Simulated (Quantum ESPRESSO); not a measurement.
# blue phosphorene, 1 layer, stepped through biaxial strain, part 2 of 5

Aim: how the results for blue phosphorene, 1 layer change with biaxial strain.

Quantum ESPRESSO 7.5; plane-wave DFT, PBE, GBRV ultrasoft pseudopotentials.

So far. Step 2 (Relaxing cell and ions of the reference):  The last row is no step: it is a fresh SCF in the final cell with a new plane-wave basis, +0 meV from the row before.

**3. Relaxing the ions, -4 %**

Input file m0.relax.in:

```
&control
  prefix = 'm0.relax'
  outdir = './out'
  pseudo_dir = './pseudo'
  nstep = 40
  forc_conv_thr = 0.0003
  calculation = 'relax'
  tstress = .true.
/
&system
  ibrav = 0
  nat = 2
  ntyp = 1
  ecutwfc = 50
  ecutrho = 250
  occupations = 'smearing'
  smearing = 'fd'
  degauss = 0.002
/
&electrons
  conv_thr = 1e-09
  mixing_beta = 0.4
  electron_maxstep = 120
  mixing_mode = 'plain'
/
&ions
/
ATOMIC_SPECIES
  P   30.9738  p_pbe_v1.5.uspp.F.UPF
CELL_PARAMETERS angstrom
  3.14889525312000 0.00000000000000 0.00000000000000
  -1.57444762656000 2.72702328288000 0.00000000000000
  0.00000000000000 0.00000000000000 16.24000000000000
ATOMIC_POSITIONS crystal
  P   0.666666666700 0.333333333300 0.461799576500
  P   0.333333333300 0.666666666700 0.538200423500
K_POINTS automatic
  12 12 1 0 0 0
```

The run is started by

```
$ OMP_NUM_THREADS=1 mpirun -n 4 pw.x -nk 4 -in m0.relax.in > m0.relax.out
```

Log:

```text
[banner, memory and clock lines left out]
Program PWSCF v.7.5 starts
[citation notice left out]

[...]
Message from routine setup:
[...]
bravais-lattice index     =            0
     lattice parameter (alat)  =       5.9505  a.u.
     unit-cell volume          =     941.0868 (a.u.)^3
     number of atoms/cell      =            2
     number of atomic types    =            1
     number of electrons       =        10.00
     number of Kohn-Sham states=            9
     kinetic-energy cutoff     =      50.0000  Ry
     charge density cutoff     =     250.0000  Ry
     scf convergence threshold =      1.0E-09
     mixing beta               =       0.4000
     number of iterations used =            8  plain     mixing
     energy convergence thresh.=      1.0E-04
     force convergence thresh. =      3.0E-04
     Exchange-correlation=  SLA  PW   PBX  PBC
                           (   1   4   3   4   0   0   0)
     nstep                     =           40

[...]
PseudoPot. # 1 for P  read from file:
     ./pseudo/p_pbe_v1.5.uspp.F.UPF
     Pseudo is Ultrasoft + core correction, Zval =  5.0
     Generated by new atomic code, or converted to UPF format
     Using radial grid of  903 points,  6 beta functions with:
                l(1) =   0
                l(2) =   0
                l(3) =   1
                l(4) =   1
                l(5) =   2
                l(6) =   2
     Q(r) pseudized with  8 coefficients,  rinner =    1.300   1.300   1.300
                                                       1.300   1.300

     atomic species   valence    mass     pseudopotential
     P                 5.00    30.97380     P ( 1.00)

     12 Sym. Ops., with inversion, found

[...]
number of k points=    19  Fermi-Dirac smearing, width (Ry)=  0.0020
[...]
Dense  grid:    62669 G-vectors     FFT dimensions: (  30,  30, 160)

     Smooth grid:    45133 G-vectors     FFT dimensions: (  27,  27, 144)

     Initial potential from superposition of free atoms

     starting charge       9.9997, renormalised to      10.0000

     negative rho (up, down):  3.898E-05 0.000E+00
     Starting wfcs are    8 randomized atomic wfcs +    1 random wfcs

     per-process dynamical memory:    39.7 Mb

     Self-consistent Calculation

     iteration #  1     ecut=    50.00 Ry     beta= 0.40
     Davidson diagonalization with overlap
     ethr =  1.00E-02,  avg # of iterations =  5.0

     Threshold (ethr) on eigenvalues was too large:
     Diagonalizing with lowered threshold

     Davidson diagonalization with overlap
     ethr =  3.57E-04,  avg # of iterations =  2.3

     negative rho (up, down):  4.999E-06 0.000E+00

     total energy              =     -31.02556774 Ry
     estimated scf accuracy    <       0.03656162 Ry

     iteration #  2     ecut=    50.00 Ry     beta= 0.40
[...]
negative rho (up, down):  3.001E-05 0.000E+00

[...]
total energy              =     -31.02443105 Ry
     estimated scf accuracy    <       0.00944463 Ry

     iteration #  3     ecut=    50.00 Ry     beta= 0.40
[...]
negative rho (up, down):  4.043E-05 0.000E+00

[...]
total energy              =     -31.02508046 Ry
     estimated scf accuracy    <       0.00045445 Ry

     iteration #  4     ecut=    50.00 Ry     beta= 0.40
[...]
negative rho (up, down):  4.801E-05 0.000E+00

[...]
total energy              =     -31.02522878 Ry
     estimated scf accuracy    <       0.00003529 Ry

     iteration #  5     ecut=    50.00 Ry     beta= 0.40
[...]
negative rho (up, down):  5.297E-05 0.000E+00

[...]
total energy              =     -31.02530544 Ry
     estimated scf accuracy    <       0.00000450 Ry

     iteration #  6     ecut=    50.00 Ry     beta= 0.40
[...]
negative rho (up, down):  5.608E-05 0.000E+00

[...]
total energy              =     -31.02530779 Ry
     estimated scf accuracy    <       0.00000009 Ry

     iteration #  7     ecut=    50.00 Ry     beta= 0.40
[...]
negative rho (up, down):  5.799E-05 0.000E+00

[...]
total energy              =     -31.02530821 Ry
     estimated scf accuracy    <       0.00000003 Ry

     iteration #  8     ecut=    50.00 Ry     beta= 0.40
[...]
negative rho (up, down):  5.919E-05 0.000E+00

[...]
total energy              =     -31.02530822 Ry
     estimated scf accuracy    <          2.1E-09 Ry

     iteration #  9     ecut=    50.00 Ry     beta= 0.40
[...]
negative rho (up, down):  6.104E-05 0.000E+00

[...]
End of self-consistent calculation

          k = 0.0000 0.0000 0.0000 (  5673 PWs)   bands (ev):

   -17.6532  -9.5968  -3.5449  -2.5592  -2.5592   1.5469   1.5469   2.1112
     2.4397

          k = 0.0000 0.0962 0.0000 (  5649 PWs)   bands (ev):

   -17.5295  -9.4954  -3.5277  -3.4601  -2.8560   1.2633   1.9273   2.5629
     2.9719

[...]
the Fermi energy is    -1.5367 ev

!    total energy              =     -31.02530821 Ry
     estimated scf accuracy    <          9.9E-10 Ry
     smearing contrib. (-TS)   =      -0.00000000 Ry
     internal energy E=F+TS    =     -31.02530821 Ry

     The total energy is F=E-TS. E is the sum of the following terms:
     one-electron contribution =    -133.42933785 Ry
     hartree contribution      =      68.34970201 Ry
     xc contribution           =     -11.87066656 Ry
     ewald contribution        =      45.92499419 Ry

     convergence has been achieved in   9 iterations

     negative rho (up, down):  6.104E-05 0.000E+00

     Forces acting on atoms (cartesian axes, Ry/au):

     atom    1 type  1   force =     0.00000000    0.00000000   -0.02186926
     atom    2 type  1   force =     0.00000000    0.00000000    0.02186926

     Total force =     0.030928     Total SCF correction =     0.000053

     Computing stress (Cartesian axis) and pressure

     negative rho (up, down):  6.104E-05 0.000E+00
          total   stress  (Ry/bohr**3)                   (kbar)     P=       21.27
   0.00018965  -0.00000000   0.00000000           27.90       -0.00        0.00
   0.00000000   0.00018965   0.00000000            0.00       27.90        0.00
   0.00000000   0.00000000   0.00005453            0.00        0.00        8.02

     BFGS Geometry Optimization
     Energy error            =      9.6E-04 Ry
     Gradient error          =      2.2E-02 Ry/Bohr

     number of scf cycles    =   1
     number of bfgs steps    =   0

     energy             new  =     -31.0253082096 Ry

     new trust radius        =       0.0218692605 bohr
     new conv_thr            =       0.0000000010 Ry

ATOMIC_POSITIONS (crystal)
P                0.6666666667        0.3333333333        0.4610869709
P                0.3333333333        0.6666666667        0.5389130291

[...]
NEW-OLD atomic charge density approx. for the potential

     negative rho (up, down):  6.249E-05 0.000E+00

     per-process dynamical memory:    43.0 Mb

     Self-consistent Calculation

     iteration #  1     ecut=    50.00 Ry     beta= 0.40
     Davidson diagonalization with overlap
     ethr =  1.00E-06,  avg # of iterations =  6.1

     negative rho (up, down):  6.037E-05 0.000E+00

     total energy              =     -31.02588376 Ry
     estimated scf accuracy    <       0.00007254 Ry

[...]
iteration #  6     ecut=    50.00 Ry     beta= 0.40
[...]
negative rho (up, down):  6.083E-05 0.000E+00

[...]
End of self-consistent calculation

[...]
the Fermi energy is    -1.4634 ev

!    total energy              =     -31.02589705 Ry
     estimated scf accuracy    <          1.5E-10 Ry
     smearing contrib. (-TS)   =      -0.00000000 Ry
     internal energy E=F+TS    =     -31.02589705 Ry

     The total energy is F=E-TS. E is the sum of the following terms:
     one-electron contribution =    -132.87162842 Ry
     hartree contribution      =      68.09294610 Ry
     xc contribution           =     -11.85511956 Ry
     ewald contribution        =      45.60790483 Ry

     convergence has been achieved in   6 iterations

     negative rho (up, down):  6.083E-05 0.000E+00

     Forces acting on atoms (cartesian axes, Ry/au):

     atom    1 type  1   force =     0.00000000    0.00000000   -0.00511346
     atom    2 type  1   force =     0.00000000    0.00000000    0.00511346

     Total force =     0.007232     Total SCF correction =     0.000010

     Computing stress (Cartesian axis) and pressure

     negative rho (up, down):  6.083E-05 0.000E+00
          total   stress  (Ry/bohr**3)                   (kbar)     P=       17.90
   0.00017606  -0.00000000   0.00000000           25.90       -0.00        0.00
   0.00000000   0.00017606   0.00000000            0.00       25.90        0.00
   0.00000000   0.00000000   0.00001291            0.00        0.00        1.90

     Energy error            =      5.9E-04 Ry
     Gradient error          =      5.1E-03 Ry/Bohr

     number of scf cycles    =   2
     number of bfgs steps    =   1

     energy             old  =     -31.0253082096 Ry
     energy             new  =     -31.0258970537 Ry

     CASE: energy            _new < energy            _old

     new trust radius        =       0.0066739635 bohr
     new conv_thr            =            5.9E-11 Ry

ATOMIC_POSITIONS (crystal)
P                0.6666666667        0.3333333333        0.4608695011
P                0.3333333333        0.6666666667        0.5391304989

[...]
NEW-OLD atomic charge density approx. for the potential

     negative rho (up, down):  6.076E-05 0.000E+00

     per-process dynamical memory:    43.0 Mb

     Self-consistent Calculation

     iteration #  1     ecut=    50.00 Ry     beta= 0.40
     Davidson diagonalization with overlap
     ethr =  1.00E-06,  avg # of iterations =  3.4

     Threshold (ethr) on eigenvalues was too large:
     Diagonalizing with lowered threshold

     Davidson diagonalization with overlap
     ethr =  8.56E-08,  avg # of iterations =  2.6

     negative rho (up, down):  6.066E-05 0.000E+00

     total energy              =     -31.02593030 Ry
     estimated scf accuracy    <       0.00000693 Ry

[...]
iteration #  6     ecut=    50.00 Ry     beta= 0.40
[...]
negative rho (up, down):  6.077E-05 0.000E+00

[...]
End of self-consistent calculation

          k = 0.0000 0.0000 0.0000 (  5673 PWs)   bands (ev):

   -17.4633  -9.6231  -3.6081  -2.3268  -2.3268   1.6747   1.6747   2.2287
     2.4629

          k = 0.0000 0.0962 0.0000 (  5649 PWs)   bands (ev):

   -17.3396  -9.5220  -3.5240  -3.3001  -2.6258   1.3854   2.0409   2.5260
     3.0882

[...]
the Fermi energy is    -1.4425 ev

!    total energy              =     -31.02593164 Ry
     estimated scf accuracy    <          2.2E-11 Ry
     smearing contrib. (-TS)   =      -0.00000000 Ry
     internal energy E=F+TS    =     -31.02593164 Ry

     The total energy is F=E-TS. E is the sum of the following terms:
     one-electron contribution =    -132.70047542 Ry
     hartree contribution      =      68.01411024 Ry
     xc contribution           =     -11.85039118 Ry
     ewald contribution        =      45.51082471 Ry

     convergence has been achieved in   6 iterations

     negative rho (up, down):  6.077E-05 0.000E+00

     Forces acting on atoms (cartesian axes, Ry/au):

     atom    1 type  1   force =     0.00000000    0.00000000   -0.00007329
     atom    2 type  1   force =     0.00000000    0.00000000    0.00007329

     Total force =     0.000104     Total SCF correction =     0.000005

     Computing stress (Cartesian axis) and pressure

     negative rho (up, down):  6.077E-05 0.000E+00
          total   stress  (Ry/bohr**3)                   (kbar)     P=       16.89
   0.00017220  -0.00000000   0.00000000           25.33       -0.00        0.00
  -0.00000000   0.00017220   0.00000000           -0.00       25.33        0.00
  -0.00000000  -0.00000000   0.00000013           -0.00       -0.00        0.02

     Energy error            =      3.5E-05 Ry
     Gradient error          =      7.3E-05 Ry/Bohr

     bfgs converged in   3 scf cycles and   2 bfgs steps
     (criteria: energy <  1.0E-04 Ry, force <  3.0E-04 Ry/Bohr)

     End of BFGS Geometry Optimization

     Final energy             =     -31.0259316433 Ry

     File ./out/m0.relax.bfgs deleted, as requested
Begin final coordinates

ATOMIC_POSITIONS (crystal)
P                0.6666666667        0.3333333333        0.4608695011
P                0.3333333333        0.6666666667        0.5391304989
End final coordinates

[...]
```

The job ended after 18 s (4 MPI ranks of Arm Neoverse V1, shared host; peak memory 0.47 GiB; 73 s of CPU time).

Relaxation path:

```csv
step,energy less that of the first step (eV),largest force (eV/Å)
1,0.0000,0.5623
2,-0.0080,0.1315
3,-0.0085,0.0019
```

The atoms that moved most (Å):

```csv
atom,dx,dy,dz,length
P1,0.000,0.000,-0.015,0.015
P2,0.000,0.000,0.015,0.015
```

Final coordinates:

```
CELL_PARAMETERS angstrom
3.14890 0.00000 0.00000
-1.57445 2.72702 0.00000
0.00000 0.00000 16.24000
ATOMIC_POSITIONS crystal
P 0.66667 0.33333 0.46087
P 0.33333 0.66667 0.53913
```

The relaxation lowers the energy by 4 meV an atom.

Read from the output:

| Property | Result |
| --- | --- |
| free energy | -422.1293 eV |
| Fermi energy | -1.442 eV |

**4. Self-consistent run, -4 %**

The self-consistent run of this member.

Input file m0.scf.in:

```
&control
  prefix = 'm0.scf'
  outdir = './out'
  pseudo_dir = './pseudo'
  calculation = 'scf'
  tprnfor = .true.
/
&system
  ibrav = 0
  nat = 2
  ntyp = 1
  ecutwfc = 40
  ecutrho = 200
  occupations = 'smearing'
  smearing = 'fd'
  degauss = 0.002
  nbnd = 9
/
&electrons
  conv_thr = 1e-09
  mixing_beta = 0.4
  electron_maxstep = 120
  mixing_mode = 'plain'
/
ATOMIC_SPECIES
  P   30.9738  p_pbe_v1.5.uspp.F.UPF
CELL_PARAMETERS angstrom
  3.14889525312000 0.00000000000000 0.00000000000000
  -1.57444762656000 2.72702328288000 0.00000000000000
  0.00000000000000 0.00000000000000 16.24000000000000
ATOMIC_POSITIONS crystal
  P   0.666666666700 0.333333333300 0.460869501100
  P   0.333333333300 0.666666666700 0.539130498900
K_POINTS automatic
  12 12 1 0 0 0
```

The run is started by

```
$ OMP_NUM_THREADS=1 mpirun -n 4 pw.x -nk 4 -in m0.scf.in > m0.scf.out
```

Log:

```text
[banner, memory and clock lines left out]
Program PWSCF v.7.5 starts
[citation notice left out]

[...]
Message from routine setup:
[...]
bravais-lattice index     =            0
     lattice parameter (alat)  =       5.9505  a.u.
     unit-cell volume          =     941.0868 (a.u.)^3
     number of atoms/cell      =            2
     number of atomic types    =            1
     number of electrons       =        10.00
     number of Kohn-Sham states=            9
     kinetic-energy cutoff     =      40.0000  Ry
     charge density cutoff     =     200.0000  Ry
     scf convergence threshold =      1.0E-09
     mixing beta               =       0.4000
     number of iterations used =            8  plain     mixing
     Exchange-correlation=  SLA  PW   PBX  PBC
                           (   1   4   3   4   0   0   0)

[...]
PseudoPot. # 1 for P  read from file:
     ./pseudo/p_pbe_v1.5.uspp.F.UPF
     Pseudo is Ultrasoft + core correction, Zval =  5.0
     Generated by new atomic code, or converted to UPF format
     Using radial grid of  903 points,  6 beta functions with:
                l(1) =   0
                l(2) =   0
                l(3) =   1
                l(4) =   1
                l(5) =   2
                l(6) =   2
     Q(r) pseudized with  8 coefficients,  rinner =    1.300   1.300   1.300
                                                       1.300   1.300

     atomic species   valence    mass     pseudopotential
     P                 5.00    30.97380     P ( 1.00)

     12 Sym. Ops., with inversion, found

[...]
number of k points=    19  Fermi-Dirac smearing, width (Ry)=  0.0020
[...]
Dense  grid:    45133 G-vectors     FFT dimensions: (  27,  27, 144)

     Smooth grid:    32025 G-vectors     FFT dimensions: (  24,  24, 125)

     Initial potential from superposition of free atoms

     starting charge       9.9997, renormalised to      10.0000

     negative rho (up, down):  6.091E-05 0.000E+00
     Starting wfcs are    8 randomized atomic wfcs +    1 random wfcs

     per-process dynamical memory:    29.9 Mb

     Self-consistent Calculation

     iteration #  1     ecut=    40.00 Ry     beta= 0.40
     Davidson diagonalization with overlap
     ethr =  1.00E-02,  avg # of iterations =  4.6

     Threshold (ethr) on eigenvalues was too large:
     Diagonalizing with lowered threshold

     Davidson diagonalization with overlap
     ethr =  3.50E-04,  avg # of iterations =  3.2

     negative rho (up, down):  9.862E-05 0.000E+00

     total energy              =     -31.02593623 Ry
     estimated scf accuracy    <       0.03590360 Ry

     iteration #  2     ecut=    40.00 Ry     beta= 0.40
[...]
negative rho (up, down):  1.281E-04 0.000E+00

[...]
total energy              =     -31.02501929 Ry
     estimated scf accuracy    <       0.00905252 Ry

     iteration #  3     ecut=    40.00 Ry     beta= 0.40
[...]
negative rho (up, down):  1.384E-04 0.000E+00

[...]
total energy              =     -31.02565911 Ry
     estimated scf accuracy    <       0.00050935 Ry

     iteration #  4     ecut=    40.00 Ry     beta= 0.40
[...]
negative rho (up, down):  1.454E-04 0.000E+00

[...]
total energy              =     -31.02579171 Ry
     estimated scf accuracy    <       0.00003954 Ry

     iteration #  5     ecut=    40.00 Ry     beta= 0.40
[...]
negative rho (up, down):  1.493E-04 0.000E+00

[...]
total energy              =     -31.02588034 Ry
     estimated scf accuracy    <       0.00000458 Ry

     iteration #  6     ecut=    40.00 Ry     beta= 0.40
[...]
negative rho (up, down):  1.520E-04 0.000E+00

[...]
total energy              =     -31.02588313 Ry
     estimated scf accuracy    <       0.00000009 Ry

     iteration #  7     ecut=    40.00 Ry     beta= 0.40
[...]
negative rho (up, down):  1.536E-04 0.000E+00

[...]
total energy              =     -31.02588356 Ry
     estimated scf accuracy    <       0.00000002 Ry

     iteration #  8     ecut=    40.00 Ry     beta= 0.40
[...]
negative rho (up, down):  1.546E-04 0.000E+00

[...]
total energy              =     -31.02588358 Ry
     estimated scf accuracy    <          2.1E-09 Ry

     iteration #  9     ecut=    40.00 Ry     beta= 0.40
[...]
negative rho (up, down):  1.552E-04 0.000E+00

[...]
total energy              =     -31.02588358 Ry
     estimated scf accuracy    <          1.0E-09 Ry

     iteration # 10     ecut=    40.00 Ry     beta= 0.40
[...]
negative rho (up, down):  1.562E-04 0.000E+00

[...]
End of self-consistent calculation

          k = 0.0000 0.0000 0.0000 (  3955 PWs)   bands (ev):

   -17.4634  -9.6231  -3.6082  -2.3268  -2.3268   1.6748   1.6748   2.2255
     2.4535

          k = 0.0000 0.0962 0.0000 (  3971 PWs)   bands (ev):

   -17.3397  -9.5221  -3.5241  -3.3001  -2.6258   1.3854   2.0410   2.5138
     3.0223

[...]
the Fermi energy is    -1.4426 ev

!    total energy              =     -31.02588359 Ry
     estimated scf accuracy    <          1.1E-10 Ry
     smearing contrib. (-TS)   =      -0.00000000 Ry
     internal energy E=F+TS    =     -31.02588359 Ry

     The total energy is F=E-TS. E is the sum of the following terms:
     one-electron contribution =    -132.70016234 Ry
     hartree contribution      =      68.01389298 Ry
     xc contribution           =     -11.85043891 Ry
     ewald contribution        =      45.51082467 Ry

     convergence has been achieved in  10 iterations

     negative rho (up, down):  1.562E-04 0.000E+00

     Forces acting on atoms (cartesian axes, Ry/au):

     atom    1 type  1   force =     0.00000000    0.00000000   -0.00007838
     atom    2 type  1   force =     0.00000000    0.00000000    0.00007838

     Total force =     0.000111     Total SCF correction =     0.000019
     SCF correction compared to forces is large: reduce conv_thr to get better values

[...]
```

Elapsed: 5.5 s, on 4 MPI ranks; peak memory 0.38 GiB; 22 s of CPU time.

This step gave:

| Property | Result |
| --- | --- |
| free energy | -422.1287 eV |
| Fermi energy | -1.443 eV |
| valence top, on the run's zero | -2.327 eV |
| conduction bottom, on the run's zero | -0.8999 eV |
| gap by band count | 1.427 eV |

(Continued in part 3 of 5.)

[Logs are printed without paths, hosts, clocks, repeated set-up lines and the standing remarks that a program may print on its own settings, such as how far it seeks lower states.]

[Hosts, paths, dates, database ids (printed as entryN), source tags and the programs' standing remarks are cut or masked in the printed files.]

[Maps of the electrostatic potential energy from Ansatz leave out the sawtooth potential of an applied field or a dipole correction, so their vacuum need not be flat; planar profiles and work functions include it.]
